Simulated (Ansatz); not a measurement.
# Hf (P6_3/mmc) in Ansatz: reference runs

Aim: a first look at Hf with PBE, on the cell as given and on a disturbed one.

Everything below comes from runs of Ansatz 0.2.0. Logs are shortened: lines on timing, memory, paths and dates and some standing lists are left out, and cuts for length are marked.

## (1) The structure

The structure is hexagonal, space group P6_3/mmc (No. 194). The conventional cell has a = 3.197 Å, b = 3.197 Å, c = 5.058 Å, α = 90.00°, β = 90.00°, γ = 120.00°. Around Hf (site symmetry -6m2) lie 12 Hf at 3.13 to 3.20 Å.

## (2) Single point, PBE

File input.yaml:

```yaml
crystal:
  lattice:
    - [3.1967, 0.0, 0.0]
    - [-1.59835, 2.7684234083, 0.0]
    - [0.0, 0.0, 5.0578]
  atoms:
    - { symbol: Hf, position: [0.6666666667, 0.3333333333, 0.75] }
    - { symbol: Hf, position: [0.3333333333, 0.6666666667, 0.25] }
hamiltonian:
  xc: pbe
  pseudopotentials: { kind: paw }
kpoints:
  mp_grid: { grid: [10, 10, 5] }
scf:
  occupations: { method: fermi_dirac, width: 0.05 }
output:
  forces: true
  stress: true
  eigenvalues: true
```

Potentials or basis: Ansatz PAW.

Launch:

```console
$ ansatz run input.yaml --threads 1 --pin off --max-ram 2560MiB --backend cpu --events-out ev --progress --plain --runs-dir out
```

The program printed:

```text
Warning: RAYON_NUM_THREADS=1 ignored (pool sized by the plan → 1); use --threads N
Engine: ansatz 0.2.0, aarch64-unknown-linux-gnu
Pseudopotentials: kind: paw
Pseudopotential: Hf, paw, valence charge 26, recommended cutoff 420 eV (normal), Hf.paw.azcp
Functional definition: PBE
  parameter kappa = 0.804
  parameter beta = 0.06672455060314922
  exchange = pbe_x(kappa = kappa, mu = beta*pi^2/3)
  correlation = pbe_c(beta = beta)
Crystal: 2 atoms, lattice volume = 44.761 Å³
Basis set: ecut = 420 eV, 881 PW (Γ), exchange–correlation on 48×48×72 points (8 copies of the dense FFT grid, shifted against one another)
Bands: 32, of which v1, the nominal top of the filled ones, is band 26 counted from 1 (25 counted from 0)
Symmetry: 24 space group operations
Space group: P63/mmc (ITA 194), of the structure as read, at distance tolerance 3.6e-5 Å
k-points: 42 of 500
Non-local potential: Hf, projectors of the file, l = 0: 3, l = 1: 2, l = 2: 2, l = 3: 3
PAW form: soft (Blöchl's): semilocal exchange-correlation on the pseudo side does not see the compensation charge
PAW one-centre angular grid: Hf, 590 points (default); XC on 64 Gauss nodes
Initial density: superposition of atomic densities (neutral atoms: chi_scale 0, normalization atom), corrected by the library's trained network
Initial wavefunctions: pseudopotential atomic-orbital guess
Functional: x = pbe(κ = 0.804, μ = 0.2195149727645171), c = pbe(β = 0.06672455060314922)
SCF iter   1: F=—  HF=-31442.728190 eV  |F-HF|=—  |Δ(HF+E_count)|=         —  Δρ=3.00e-3  dr2=1.90e-3  ethr=1.77e-3  ⟨swp⟩=4.8  Hψ=4485  notcnv=0
preconditioner: auto → Kerker (q_TF=auto, 2.797 Å⁻¹)  [metal: Δε(μ)=0.012 eV  Ē_g=17.562 eV  σ=0.050 eV  W_gap=0.06  n_scr=22 (ndim 8)  ℏωp=38.5 eV  f_vac=0.000  D(μ)=1.27/eV (n_scr^D=2)]
SCF iter   2: F=—  HF=-31442.728474 eV  |F-HF|=—  |Δ(HF+E_count)|=   2.84e-4  Δρ=1.86e-3  dr2=8.08e-4  ethr=3.66e-6  ⟨swp⟩=2.4  Hψ=2460  notcnv=0
SCF iter   3: F=—  HF=-31442.728696 eV  |F-HF|=—  |Δ(HF+E_count)|=   2.23e-4  Δρ=3.06e-4  dr2=3.89e-5  ethr=1.55e-6  ⟨swp⟩=3.0  Hψ=2417  notcnv=0
SCF iter   4: F=—  HF=-31442.728712 eV  |F-HF|=—  |Δ(HF+E_count)|=   1.60e-5  Δρ=1.67e-4  dr2=7.86e-6  ethr=7.47e-8  ⟨swp⟩=2.0  Hψ=2430  notcnv=0
SCF iter   5: F=—  HF=-31442.728710 eV  |F-HF|=—  |Δ(HF+E_count)|=   2.82e-6  Δρ=5.34e-5  dr2=7.84e-7  ethr=1.51e-8  ⟨swp⟩=2.0  Hψ=2080  notcnv=0
SCF iter   6: F=-31442.728710 eV  HF=-31442.728710 eV  |F-HF|=8.05e-9  |Δ(HF+E_count)|=   3.33e-7  Δρ=1.28e-5  dr2=3.82e-8  ethr=1.92e-10  ⟨swp⟩=4.3  Hψ=6669  notcnv=0
SCF 1 converged in 6 iterations: F = -31442.728710 eV  dr2 = 3.82e-8
SCF converged after 6 iterations
Free energy (F): -31442.728710 eV
Harris-Foulkes:  -31442.728710 eV  (|F-HF|=8.05e-9)
Internal energy: -31442.717701 eV  (E = F + TS)
E sigma→0 (E₀):  -31442.723206 eV
Entropy (-TS):   -0.011009 eV (-5.504 meV/atom)
Fermi energy:    19.886544 eV
--- Per-component energies (eV) ---
  E_band       = 72.107805
  E_kinetic    = 848.497371
  E_local      = -10144.727779  (includes V_loc(G=0)·N_el)
  E_nonlocal   = -2488.683036
  E_hartree    = 4772.904479
  E_xc         = -600.335813
  E_vxc        = -532.530643  (∫ρ·V_xc dr)
  E_paw        = -13855.652692  (= ΣΔE_a)
  E_vpaw       = 2843.750037  (= ΣTr[D̂ρ^β])
  E_aug_tail   = -0.000002  (compensation charges beyond the density's cutoff)
  E_ewald      = -9974.720229
  E_smearing   = -0.011009  (= −TS)
  E_closure    = -0.000000  (closes the sum)
  Σ components = -31442.728710   (vs F -31442.728710, Δ=0.00e0)
--- Forces (eV/Å), atoms counted from 1 ---
  atom   1  Hf    -0.00000000     0.00000000     0.00000000
  atom   2  Hf    -0.00000000    -0.00000000    -0.00000000
  max |Σ_I F_I| component: 5.55e-17 eV/Å
--- Stress (GPa, compression-positive) ---
        0.709638       0.000000      -0.000000
       -0.000000       0.709638      -0.000000
       -0.000000      -0.000000       0.360513
  P = ⅓ Tr σ = 0.5933 GPa (5.933 kbar)
--- Band table (eV; the first three rows and the last of 42) ---
  k-point 0: bands = ["-42.0140", "-41.9427", "-11.1591", "-10.4150", "-10.4150", "-10.2902", "-10.2866", "-10.2866", "8.0166", "8.0525", "8.0525", "8.0529", "8.0529", "8.0531", "8.0601", "8.0648", "8.0648", "8.0715", "8.0910", "8.0910", "8.1347", "8.1382", "12.5209", "16.1853", "20.5304", "21.0712", "21.0712", "21.3505", "21.8933", "21.8933", "22.5323", "22.5323"]
  k-point 1: bands = ["-42.0072", "-41.9496", "-11.0811", "-10.4028", "-10.4028", "-10.3788", "-10.2990", "-10.2990", "8.0182", "8.0389", "8.0389", "8.0510", "8.0548", "8.0548", "8.0571", "8.0716", "8.0716", "8.0743", "8.0965", "8.0965", "8.1350", "8.1379", "12.8839", "15.9704", "20.1076", "20.9107", "20.9107", "21.0408", "21.6159", "21.6159", "23.0814", "23.0814"]
  k-point 2: bands = ["-41.9895", "-41.9674", "-10.8724", "-10.6045", "-10.3709", "-10.3709", "-10.3312", "-10.3312", "8.0245", "8.0347", "8.0347", "8.0365", "8.0410", "8.0410", "8.0656", "8.0727", "8.0890", "8.0890", "8.0983", "8.0983", "8.1359", "8.1370", "13.8688", "15.1152", "19.8651", "20.3556", "20.8598", "20.8598", "21.1364", "21.1364", "24.1636", "24.1636"]
  k-point 41: bands = ["-41.9400", "-41.9373", "-10.9585", "-10.9464", "-10.7593", "-10.6810", "-10.4511", "-10.4272", "8.0405", "8.0476", "8.0504", "8.0550", "8.0582", "8.0610", "8.0701", "8.0711", "8.0728", "8.0742", "8.0763", "8.0806", "8.1157", "8.1159", "17.7629", "17.8302", "18.6406", "18.8123", "19.5977", "19.8482", "22.0111", "22.8810", "24.9946", "25.3346"]
```

It took 2.4 s on 1 thread of Arm Neoverse V2, shared host; peak memory 0.33 GiB.

Results:

```
Free energy            : -31442.7287 eV
Pressure               : 0.6 GPa
Band gap on the k mesh : none (metal or under the smearing width)
```

Stress tensor (GPa, compression positive):
```
0.71 0.00 0.00
0.00 0.71 0.00
0.00 0.00 0.36
```

Levels at points of the mesh, in eV from the Fermi level:
| k point | band 24 | band 25 | band 26 | band 27 | band 28 | band 29 |
| --- | --- | --- | --- | --- | --- | --- |
| (0.00, 0.00, 0.00) | -3.70 | 0.64 | 1.18 | 1.18 | 1.46 | 2.01 |
| (0.00, -0.50, 0.00) | -2.74 | -2.22 | -0.80 | 0.79 | 0.88 | 1.68 |

The run has no spin-orbit coupling, so splittings on Hf are missing.

## (3) Single point, PBE (atoms moved at random, drawn with an rms of 0.05 Å)

input.yaml, as its differences from that of step 2:

```diff
@@ -6,4 +6,4 @@
   atoms:
-    - { symbol: Hf, position: [0.6666666667, 0.3333333333, 0.75] }
-    - { symbol: Hf, position: [0.3333333333, 0.6666666667, 0.25] }
+    - { symbol: Hf, position: [0.670799, 0.3463, 0.754506] }
+    - { symbol: Hf, position: [0.325654, 0.67287, 0.246675] }
 hamiltonian:
```

Potentials or basis: Ansatz PAW.

Launch:

```console
$ ansatz run input.yaml --threads 1 --pin off --max-ram 2560MiB --backend cpu --events-out ev --progress --plain --runs-dir out
```

The program printed:

```text
Warning: RAYON_NUM_THREADS=1 ignored (pool sized by the plan → 1); use --threads N
[... 6 set-up lines as earlier in the session ...]
[... 45 lines left out ...]
--- Forces (eV/Å), atoms counted from 1 ---
  atom   1  Hf    -0.06307135    -0.04343208    -0.14717056
  atom   2  Hf     0.06307135     0.04343208     0.14717056
  max |Σ_I F_I| component: 0.00e0 eV/Å
--- Stress (GPa, compression-positive) ---
        0.899928       0.251514       0.051513
        0.251514       0.553452       0.035082
        0.051513       0.035082       0.522426
  P = ⅓ Tr σ = 0.6586 GPa (6.586 kbar)
--- Band table (eV; the first three rows and the last of 252) ---
  k-point 0: bands = ["-42.0143", "-41.9424", "-11.1611", "-10.4209", "-10.4105", "-10.2906", "-10.2891", "-10.2823", "8.0164", "8.0501", "8.0519", "8.0527", "8.0531", "8.0542", "8.0602", "8.0650", "8.0656", "8.0720", "8.0900", "8.0924", "8.1347", "8.1383", "12.5215", "16.1840", "20.5162", "21.0469", "21.0888", "21.3618", "21.8468", "21.9196", "22.4675", "22.6270"]
  k-point 1: bands = ["-42.0076", "-41.9491", "-11.0835", "-10.4086", "-10.3994", "-10.3767", "-10.3019", "-10.2954", "8.0180", "8.0379", "8.0396", "8.0506", "8.0538", "8.0550", "8.0574", "8.0709", "8.0733", "8.0744", "8.0960", "8.0974", "8.1350", "8.1379", "12.8844", "15.9697", "20.0902", "20.8961", "20.9207", "21.0576", "21.5752", "21.6489", "23.0070", "23.1675"]
  k-point 2: bands = ["-41.9905", "-41.9664", "-10.8777", "-10.6003", "-10.3747", "-10.3707", "-10.3308", "-10.3288", "8.0243", "8.0342", "8.0348", "8.0365", "8.0406", "8.0412", "8.0657", "8.0728", "8.0883", "8.0900", "8.0983", "8.0986", "8.1358", "8.1371", "13.8684", "15.1163", "19.8195", "20.4045", "20.8504", "20.8642", "21.1080", "21.1599", "24.0969", "24.2275"]
  k-point 251: bands = ["-41.9468", "-41.9383", "-11.0728", "-11.0173", "-10.5553", "-10.5216", "-10.4698", "-10.4483", "8.0302", "8.0360", "8.0460", "8.0505", "8.0511", "8.0573", "8.0726", "8.0743", "8.0850", "8.0860", "8.0906", "8.0968", "8.1112", "8.1118", "16.3155", "16.7592", "18.6783", "18.9796", "20.8939", "21.3083", "21.8841", "23.3235", "25.9302", "25.9967"]
```

It took 13 s on 1 thread of Arm Neoverse V2, shared host; peak memory 0.51 GiB.

Results:

| Quantity | Value |
| --- | --- |
| Free energy | -31442.7246 eV |
| Pressure | 0.7 GPa |
| Largest force | 0.166 eV/Å |
| Band gap on the k mesh | none (metal or under the smearing width) |

Forces on the atoms (eV/Å):
```
Hf  -0.063 -0.043 -0.147
Hf   0.063  0.043  0.147
```

Stress tensor (GPa, compression positive):
```
0.90 0.25 0.05
0.25 0.55 0.04
0.05 0.04 0.52
```
